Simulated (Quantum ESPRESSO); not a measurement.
A run of Quantum ESPRESSO 7.5 is set up as follows.

Contents of pw.in:

```
&CONTROL
  calculation = 'scf'
  prefix = 'pwscf'
  outdir = './tmp'
  pseudo_dir = './pseudo'
  tprnfor = .true.
  tstress = .true.
  disk_io = 'low'
/
&SYSTEM
  ibrav = 0
  celldm(1) = 8
  nat = 4
  ntyp = 2
  ecutwfc = 45
  ecutrho = 360
  nbnd = 14
  occupations = 'smearing'
  smearing = 'fd'
  degauss = 0.00367493
/
&ELECTRONS
  conv_thr = 8d-10
  electron_maxstep = 120
  mixing_beta = 0.5
/
ATOMIC_SPECIES
Al    26.9815 al_pbe_v1.uspp.F.UPF
N     14.0070 n_pbe_v1.2.uspp.F.UPF
CELL_PARAMETERS alat
  0.7353396782450   0.0000000000000   0.0000000000000
 -0.3676698391225   0.6368228417753   0.0000000000000
  0.0000000000000   0.0000000000000   1.1765907283451
ATOMIC_POSITIONS crystal
Al     0.6666666667    0.3333333333    0.5000000000
Al     0.3333333333    0.6666666667    0.0000000000
N      0.6666666667    0.3333333333    0.8800000000
N      0.3333333333    0.6666666667    0.3800000000
K_POINTS automatic
10 10 6 0 0 1
```

File scf2.in:

```
&CONTROL
  calculation = 'scf'
  prefix = 'pwscf'
  outdir = './tmp'
  pseudo_dir = './pseudo'
  tprnfor = .true.
  tstress = .true.
  disk_io = 'low'
/
&SYSTEM
  ibrav = 0
  celldm(1) = 8
  nat = 4
  ntyp = 2
  ecutwfc = 45
  ecutrho = 360
  nbnd = 14
  occupations = 'fixed'
/
&ELECTRONS
  conv_thr = 1d-13
  electron_maxstep = 120
  mixing_beta = 0.5
  startingpot = 'file'
  startingwfc = 'file'
/
ATOMIC_SPECIES
Al    26.9815 al_pbe_v1.uspp.F.UPF
N     14.0070 n_pbe_v1.2.uspp.F.UPF
CELL_PARAMETERS alat
  0.7353396782450   0.0000000000000   0.0000000000000
 -0.3676698391225   0.6368228417753   0.0000000000000
  0.0000000000000   0.0000000000000   1.1765907283451
ATOMIC_POSITIONS crystal
Al     0.6666666667    0.3333333333    0.5000000000
Al     0.3333333333    0.6666666667    0.0000000000
N      0.6666666667    0.3333333333    0.8800000000
N      0.3333333333    0.6666666667    0.3800000000
K_POINTS automatic
10 10 6 0 0 1
```

Contents of ph.in:

```
dielectric of AlN
&INPUTPH
  prefix = 'pwscf'
  outdir = './tmp'
  tr2_ph = 1d-18
  fildyn = 'dyn'
  niter_ph = 90
  alpha_mix(1) = 0.7
  epsil = .true.
  trans = .false.
  zeu = .true.
/
0.0000000000 0.0000000000 0.0000000000
```

Potentials or basis: GBRV 1.5 PBE.

Launch:

```bash
$ OMP_NUM_THREADS=1 pw.x -in pw.in > pw.out
$ OMP_NUM_THREADS=1 pw.x -in scf2.in > scf2.out
$ OMP_NUM_THREADS=1 ph.x -in ph.in > ph.out
```

Task: Estimate the electronic dielectric tensor (diagonal).

Result: 4.46, 4.46, 4.65.

Task: Predict the Born charges (mean of the diagonal).

Result: Al +2.58; N -2.59 e.

Task: What does it give for the pressure?

Result: 4.2 GPa.

Stress tensor (GPa, compression positive):
```
3.66 0.00 0.00
0.00 3.66 0.00
0.00 0.00 5.39
```

Caveat: the cell is more than 3 GPa from zero pressure, which shifts response properties.
